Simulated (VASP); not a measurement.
Given:

```yaml
crystal:
  lattice:
    - [0.00000, 2.92287, 2.92287]
    - [2.92287, 0.00000, 2.92287]
    - [2.92287, 2.92287, 0.00000]
  atoms:
    - { symbol: Na, position: [0.00000, 0.00000, 0.00000] }
    - { symbol: Br, position: [0.50000, 0.50000, 0.50000] }
```

Level of theory: SCAN meta-GGA, VASP's PBE PAW potentials (set 64) (plane waves; VASP). Run with 520 eV cut-off, 8×8×8 Γ-centred mesh, Gaussian smearing of 0.050 eV, potentials Na_pv Br.

Problem. The job: NaBr (rock salt), 2 atoms, SCAN, static run, 520 eV, 8×8×8 Γ-centred mesh. Roughly how much core time does it take on a busy server core?

Solution. About 3 core-minutes (one run on a shared machine, a rough figure). It had 29 irreducible k-points, 11 bands, up to 1365 plane waves and 24 electronic steps.

The compound is NaBr in the rock salt structure. This cell is one point of a volume scan, at 0.97 of the reference volume.
